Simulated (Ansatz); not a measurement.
# MoS2 (P-3m1) in Ansatz: notebook

The runs below take MoS2 through single point, equation of state, with PBEsol.

Program: Ansatz 0.2.0. These are calculated values, not measurements. Logs are shortened: lines on timing, memory, paths and dates and some standing lists are left out, and cuts for length are marked.

## Step 1: The structure

Symmetry: P-3m1, No. 164, trigonal system. Conventional cell: a = 3.227 Å, b = 3.227 Å, c = 6.312 Å, α = 90.00°, β = 90.00°, γ = 120.00°. Mo (site symmetry -3m) has 6 S at 2.42 Å as nearest neighbours. S (site symmetry 3m) has 3 Mo at 2.42 Å as nearest neighbours.

Measurements of this composition are mostly on another form, of space group No. 194.

## Step 2: Single point, PBEsol, 17.84 Å³/atom (volume scaled by 0.94)

input.yaml

```yaml
crystal:
  lattice:
    - [3.1615794509, 0.0, 0.0]
    - [-1.5807897255, 2.7380081205, 0.0]
    - [0.0, 0.0, 6.1836112739]
  atoms:
    - { symbol: Mo, position: [0.0, 0.0, 0.5] }
    - { symbol: S, position: [0.6666666667, 0.3333333333, 0.74468068] }
    - { symbol: S, position: [0.3333333333, 0.6666666667, 0.25531932] }
kpoints:
  mp_grid: { grid: [9, 9, 4] }
scf:
  occupations: { method: fermi_dirac, width: 0.05 }
hamiltonian:
  xc: pbesol
  pseudopotentials: { kind: all_electron, lapw: { basis_error: 0.002 } }
output:
  forces: true
  stress: true
  eigenvalues: true
```

Potentials or basis: all-electron LAPW, scalar-relativistic.

Command:

```bash
$ ansatz run input.yaml --threads 2 --pin off --max-ram 6144MiB --backend cpu --events-out ev --progress --plain --runs-dir out
```

Output:

```text
Warning: RAYON_NUM_THREADS=2 ignored (pool sized by the plan → 2); use --threads N
LAPW: plane waves up to 8.086 Å⁻¹, error target 2.0e-3 eV per atom; small_component_spin mean_spin; S in spheres of 1.048 Å, 14 of its electrons in bands, Dirac shells []; Mo in spheres of 1.323 Å, 30 of its electrons in bands, Dirac shells [] (how accurate: hamiltonian.pseudopotentials.lapw.basis_error, Limitations)
Engine: ansatz 0.2.0, aarch64-unknown-linux-gnu
Pseudopotentials: kind: all_electron
Pseudopotential: Mo, LAPW, valence charge 30, lapw/all_electron/scalar/gaussian/Mo, Koelling and Harmon's equation, gaussian nucleus
Pseudopotential: S, LAPW, valence charge 14, lapw/all_electron/scalar/gaussian/S, Koelling and Harmon's equation, gaussian nucleus
Functional definition: PBEsol
  exchange = pbesol_x
  correlation = pbesol_c
Crystal: 3 atoms, lattice volume = 53.528 Å³
Basis set: ecut = 249.10470856013694 eV, 465 PW (Γ), exchange–correlation at level 2
Bands: 35, of which v1, the nominal top of the filled ones, is band 29 counted from 1 (28 counted from 0)
Symmetry: 12 space group operations
Space group: P-3m1 (ITA 164), of the structure as read, at distance tolerance 3.8e-5 Å
k-points: 43 of 324
Non-local potential: Mo, projectors of the file, none
Non-local potential: S, projectors of the file, none
Initial density: superposition of atomic densities (chi_scale 0.1, normalization cell, long waves kept (reshape's long-wave potential 0.15 eV rms))
Initial wavefunctions: plane waves of lowest kinetic energy (no species holds an atomic orbital)
Functional: x = pbesol(κ = 0.804, μ = 0.12345679012345678), c = pbesol(β = 0.046)
iter 1 solved again at ethr=5.50e-3 eV; its pass at ethr=1.00e-1 eV (dr2=3.19e0 eV) is discarded
SCF iter   1: F=—  HF=-131813.770636 eV  |F-HF|=—  |Δ(HF+E_count)|=         —  Δρ=6.48e-2  dr2=3.19e0  ethr=5.50e-3  ⟨swp⟩=2.0  Hψ=10074  notcnv=0
preconditioner: auto → LDOS  [metal: Δε(μ)=0.066 eV  Ē_g=10.405 eV  σ=0.050 eV  W_gap=0.32  n_scr=22 (ndim 8)  ℏωp=21.5 eV  f_vac=0.121  D(μ)=1.21/eV (n_scr^D=2)  β→1.0]
SCF iter   2: F=—  HF=-131812.749805 eV  |F-HF|=—  |Δ(HF+E_count)|=    1.02e0  Δρ=3.28e-2  dr2=6.86e-1  ethr=5.50e-3  ⟨swp⟩=3.0  Hψ=4601  notcnv=0
iter 3 solved again at ethr=5.21e-5 eV; its pass at ethr=1.18e-3 eV (dr2=3.02e-2 eV) is discarded
SCF iter   3: F=—  HF=-131812.386074 eV  |F-HF|=—  |Δ(HF+E_count)|=   3.64e-1  Δρ=7.19e-3  dr2=3.02e-2  ethr=5.21e-5  ⟨swp⟩=2.0  Hψ=7793  notcnv=0
SCF iter   4: F=—  HF=-131812.368156 eV  |F-HF|=—  |Δ(HF+E_count)|=         —  Δρ=1.23e-3  dr2=1.56e-3  ethr=5.21e-5  ⟨swp⟩=2.9  Hψ=4499  notcnv=0
the basis was enlarged: its passes take 2.4 MiB over the memory plan, 2 of 2 planned eigensolver slots
SCF iter   5: F=—  HF=-131812.367906 eV  |F-HF|=—  |Δ(HF+E_count)|=   2.51e-4  Δρ=2.44e-4  dr2=1.05e-4  ethr=2.68e-6  ⟨swp⟩=2.2  Hψ=4247  notcnv=0
SCF iter   6: F=—  HF=-131812.367889 eV  |F-HF|=—  |Δ(HF+E_count)|=   1.68e-5  Δρ=4.74e-5  dr2=1.05e-6  ethr=1.82e-7  ⟨swp⟩=2.2  Hψ=4247  notcnv=0
SCF iter   7: F=-131812.367889 eV  HF=-131812.367889 eV  |F-HF|=9.63e-9  |Δ(HF+E_count)|=   4.45e-7  Δρ=1.03e-5  dr2=3.35e-8  ethr=1.82e-9  ⟨swp⟩=3.0  Hψ=4436  notcnv=0
SCF 1 converged in 7 iterations: F = -131812.367889 eV  dr2 = 3.35e-8
SCF converged after 7 iterations
Free energy (F): -131812.367889 eV
Harris-Foulkes:  -131812.367889 eV  (|F-HF|=9.63e-9)
Internal energy: -131812.360034 eV  (E = F + TS)
E sigma→0 (E₀):  -131812.363962 eV
Entropy (-TS):   -0.007854 eV (-2.618 meV/atom)
Fermi energy:    12.341008 eV
--- Per-component energies (eV) ---
  E_band       = -6803.292789
  E_kinetic    = 135896.241155
  E_xc         = -4673.970740
  E_electrostatic = -263034.630449  (all electrons and nuclei)
  E_smearing   = -0.007854  (= −TS)
  E_closure    = 0.000000  (closes the sum)
  E_atoms      = -131789.879735  (free atoms, spherical and without spin; not in F)
  Σ components = -131812.367889   (vs F -131812.367889, Δ=0.00e0)
  Basis errors (estimates in eV, not in F): energy 9.6e-4 per atom: plane waves 8.6e-4 (5.0e-4 summed), levels above the bands 8.7e-62, relativity 6.9e-9, radial functions 1.0e-4, core shells 4.1e-7; eigenvalues (radial functions only) 2.8e-6; not estimated: angular momenta, meshes, grids; target (lapw.basis_error) 2.0e-3; muffin-tin radii S 1.048 Å, Mo 1.323 Å
--- Forces (eV/Å), atoms counted from 1 ---
  atom   1  Mo     0.00000000     0.00000000     0.00000000
  atom   2  S     -0.00000000     0.00000000     1.08598540
  atom   3  S      0.00000000    -0.00000000    -1.08598540
  max |Σ_I F_I| component: 4.63e-18 eV/Å
--- Stress (GPa, compression-positive) ---
        3.919394      -0.000000      -0.000000
       -0.000000       3.919394       0.000000
       -0.000000       0.000000       8.875203
  P = ⅓ Tr σ = 5.5713 GPa (55.713 kbar)
--- Band table (eV; the first three rows and the last of 43) ---
  k-point 0: bands = ["-363.8671", "-363.8671", "-363.8368", "-206.0388", "-206.0388", "-206.0109", "-206.0109", "-206.0048", "-193.3717", "-193.3717", "-138.4447", "-138.4447", "-138.4447", "-138.4447", "-138.3936", "-138.3936", "-49.3155", "-23.4397", "-23.3323", "-23.3323", "-2.8958", "-1.2394", "5.2308", "8.0255", "8.0255", "10.4526", "11.1028", "11.2746", "11.2746", "12.0991", "12.0991", "15.8105", "15.8105", "18.3150", "18.9736"]
  k-point 1: bands = ["-363.8671", "-363.8671", "-363.8368", "-206.0388", "-206.0388", "-206.0109", "-206.0109", "-206.0048", "-193.3717", "-193.3717", "-138.4447", "-138.4447", "-138.4447", "-138.4447", "-138.3936", "-138.3936", "-49.3155", "-23.4397", "-23.3322", "-23.3322", "-2.8035", "-1.4046", "5.6033", "8.0302", "8.0302", "9.3230", "11.2708", "11.2708", "11.9310", "12.0611", "12.0611", "15.9041", "15.9041", "18.1676", "19.6692"]
  k-point 2: bands = ["-363.8671", "-363.8671", "-363.8368", "-206.0388", "-206.0388", "-206.0109", "-206.0109", "-206.0048", "-193.3717", "-193.3717", "-138.4447", "-138.4447", "-138.4447", "-138.4447", "-138.3936", "-138.3936", "-49.3155", "-23.4398", "-23.3322", "-23.3322", "-2.6881", "-1.5893", "6.0981", "8.0349", "8.0349", "8.4968", "11.2670", "11.2670", "12.0240", "12.0240", "12.3267", "15.9990", "15.9990", "18.1581", "20.4017"]
  k-point 42: bands = ["-363.8671", "-363.8671", "-363.8368", "-206.0388", "-206.0388", "-206.0109", "-206.0109", "-206.0048", "-193.3717", "-193.3717", "-138.4447", "-138.4447", "-138.4447", "-138.4447", "-138.3936", "-138.3936", "-49.2673", "-23.6230", "-23.6230", "-23.3415", "-0.5739", "-0.5739", "6.3890", "6.3890", "6.8268", "8.3499", "8.3774", "8.3774", "12.6955", "12.6955", "13.0131", "16.2192", "16.2192", "19.9349", "20.2750"]
```

It took 8.7 s on 2 threads of Arm Neoverse V1, shared host; peak memory 0.36 GiB.

What came out:

- Free energy: -131812.3679 eV
- Pressure: 5.6 GPa
- Largest force: 1.086 eV/Å
- Band gap on the k mesh: none (metal or under the smearing width)

Caveat: this functional lacks dispersion, which binds the layers, so the pressure and a relaxed spacing across them are unreliable; forces of over 1 eV/Å show positions far from the minimum, so gaps and moduli don't describe the material at rest.

## Step 3: Single point, PBEsol, 18.22 Å³/atom (volume scaled by 0.96)

input.yaml: that of step 2 with these lines changed.

```diff
@@ -2,5 +2,5 @@
   lattice:
-    - [3.1615794509, 0.0, 0.0]
-    - [-1.5807897255, 2.7380081205, 0.0]
-    - [0.0, 0.0, 6.1836112739]
+    - [3.1838448285, 0.0, 0.0]
+    - [-1.5919224143, 2.7572905031, 0.0]
+    - [0.0, 0.0, 6.2271592669]
   atoms:
```

Potentials or basis: all-electron LAPW, scalar-relativistic.

Command:

```bash
$ ansatz run input.yaml --threads 2 --pin off --max-ram 6144MiB --backend cpu --events-out ev --progress --plain --runs-dir out
```

Wall time 8.8 s (2 threads of Arm Neoverse V1, shared host); peak memory 0.36 GiB.

Results (log left out):

```
Free energy            : -131812.3954 eV
Pressure               : 2.2 GPa
Largest force          : 0.703 eV/Å
Band gap on the k mesh : none (metal or under the smearing width)
```

Caveat: this functional lacks dispersion, which binds the layers, so the pressure and a relaxed spacing across them are unreliable.

## Step 4: Single point, PBEsol, 18.60 Å³/atom (volume scaled by 0.98)

input.yaml: that of step 3 with these lines changed.

```diff
@@ -2,5 +2,5 @@
   lattice:
-    - [3.1838448285, 0.0, 0.0]
-    - [-1.5919224143, 2.7572905031, 0.0]
-    - [0.0, 0.0, 6.2271592669]
+    - [3.2058030729, 0.0, 0.0]
+    - [-1.6029015365, 2.7763069006, 0.0]
+    - [0.0, 0.0, 6.27010655]
   atoms:
```

Command:

```bash
$ ansatz run input.yaml --threads 2 --pin off --max-ram 6144MiB --backend cpu --events-out ev --progress --plain --runs-dir out
```

It took 8.8 s on 2 threads of Arm Neoverse V1, shared host; peak memory 0.36 GiB.

It converged, with:

```
Free energy            : -131812.4004 eV
Pressure               : -0.8 GPa
Largest force          : 0.348 eV/Å
Band gap on the k mesh : none (metal or under the smearing width)
```

Caveat: this functional lacks dispersion, which binds the layers, so the pressure and a relaxed spacing across them are unreliable.

## Step 5: Single point, PBEsol, 18.98 Å³/atom

input.yaml: that of step 4 with these lines changed.

```diff
@@ -2,5 +2,5 @@
   lattice:
-    - [3.2058030729, 0.0, 0.0]
-    - [-1.6029015365, 2.7763069006, 0.0]
-    - [0.0, 0.0, 6.27010655]
+    - [3.2274645616, 0.0, 0.0]
+    - [-1.6137322808, 2.7950663001, 0.0]
+    - [0.0, 0.0, 6.31247342]
   atoms:
```

Command:

```bash
$ ansatz run input.yaml --threads 2 --pin off --max-ram 6144MiB --backend cpu --events-out ev --progress --plain --runs-dir out
```

Run time: 8.8 s. Hardware: 2 threads of Arm Neoverse V1, shared host; peak memory 0.36 GiB.

It converged, with:

```
Free energy            : -131812.3853 eV
Pressure               : -3.4 GPa
Largest force          : 0.020 eV/Å
Band gap on the k mesh : none (metal or under the smearing width)
```

Caveat: this functional lacks dispersion, which binds the layers, so the pressure and a relaxed spacing across them are unreliable.

## Step 6: Single point, PBEsol, 19.36 Å³/atom (volume scaled by 1.02)

input.yaml: that of step 5 with these lines changed.

```diff
@@ -2,5 +2,5 @@
   lattice:
-    - [3.2274645616, 0.0, 0.0]
-    - [-1.6137322808, 2.7950663001, 0.0]
-    - [0.0, 0.0, 6.31247342]
+    - [3.248839122, 0.0, 0.0]
+    - [-1.624419561, 2.8135772124, 0.0]
+    - [0.0, 0.0, 6.3542790981]
   atoms:
```

Potentials or basis: all-electron LAPW, scalar-relativistic.

Command:

```bash
$ ansatz run input.yaml --threads 2 --pin off --max-ram 6144MiB --backend cpu --events-out ev --progress --plain --runs-dir out
```

Run time: 9.6 s. Hardware: 2 threads of Arm Neoverse V1, shared host; peak memory 0.36 GiB.

The run converged. Its results:

```yaml
Free_energy: -131812.3523 eV
Pressure: -5.8 GPa
Largest_force: 0.284 eV/Å
Band_gap_on_the_k_mesh: none (metal or under the smearing width)
```

Caveat: this functional lacks dispersion, which binds the layers, so the pressure and a relaxed spacing across them are unreliable.

## Step 7: Single point, PBEsol, 19.74 Å³/atom (volume scaled by 1.04)

input.yaml: that of step 6 with these lines changed.

```diff
@@ -2,5 +2,5 @@
   lattice:
-    - [3.248839122, 0.0, 0.0]
-    - [-1.624419561, 2.8135772124, 0.0]
-    - [0.0, 0.0, 6.3542790981]
+    - [3.2699360711, 0.0, 0.0]
+    - [-1.6349680355, 2.8318477062, 0.0]
+    - [0.0, 0.0, 6.3955418068]
   atoms:
```

Command:

```bash
$ ansatz run input.yaml --threads 2 --pin off --max-ram 6144MiB --backend cpu --events-out ev --progress --plain --runs-dir out
```

Run time: 9.8 s. Hardware: 2 threads of Arm Neoverse V1, shared host; peak memory 0.36 GiB.

The run converged. Its results:

| Item | Value |
| --- | --- |
| Free energy | -131812.3031 eV |
| Pressure | -8.0 GPa |
| Largest force | 0.566 eV/Å |
| Band gap on the k mesh | none (metal or under the smearing width) |

Caveat: this functional lacks dispersion, which binds the layers, so the pressure and a relaxed spacing across them are unreliable.

## Step 8: Single point, PBEsol, 20.12 Å³/atom (volume scaled by 1.06)

input.yaml: that of step 7 with these lines changed.

```diff
@@ -2,5 +2,5 @@
   lattice:
-    - [3.2699360711, 0.0, 0.0]
-    - [-1.6349680355, 2.8318477062, 0.0]
-    - [0.0, 0.0, 6.3955418068]
+    - [3.2907642509, 0.0, 0.0]
+    - [-1.6453821255, 2.8498854391, 0.0]
+    - [0.0, 0.0, 6.4362788402]
   atoms:
```

Command:

```bash
$ ansatz run input.yaml --threads 2 --pin off --max-ram 6144MiB --backend cpu --events-out ev --progress --plain --runs-dir out
```

It took 9.9 s on 2 threads of Arm Neoverse V1, shared host; peak memory 0.36 GiB.

It converged, with:

- Free energy: -131812.2396 eV
- Pressure: -9.9 GPa
- Largest force: 0.827 eV/Å
- Band gap on the k mesh: none (metal or under the smearing width)

Caveat: this functional lacks dispersion, which binds the layers, so the pressure and a relaxed spacing across them are unreliable.

## Step 9: Equation of state, PBEsol

Potentials or basis: all-electron LAPW, scalar-relativistic.

This step only gathers the single runs of the series.

Results:

| Item | Value |
| --- | --- |
| Equilibrium volume | 18.50 Å³/atom |
| Bulk modulus at fixed shape and positions | 142 GPa |
| Pressure derivative of the bulk modulus | 4.5 |

Energy against volume, from the lowest point:
| volume (Å³/atom) | energy (meV/atom) |
| --- | --- |
| 17.843 | 10.84 |
| 18.222 | 1.68 |
| 18.602 | 0.00 |
| 18.982 | 5.03 |
| 19.361 | 16.05 |
| 19.741 | 32.44 |
| 20.120 | 53.61 |

Caveat: the cell was scaled at fixed shape and fractional positions, which overstates the stiffness of a crystal with free parameters, most of all of layers and chains; this functional lacks dispersion, which binds the layers, so the pressure and a relaxed spacing across them are unreliable.
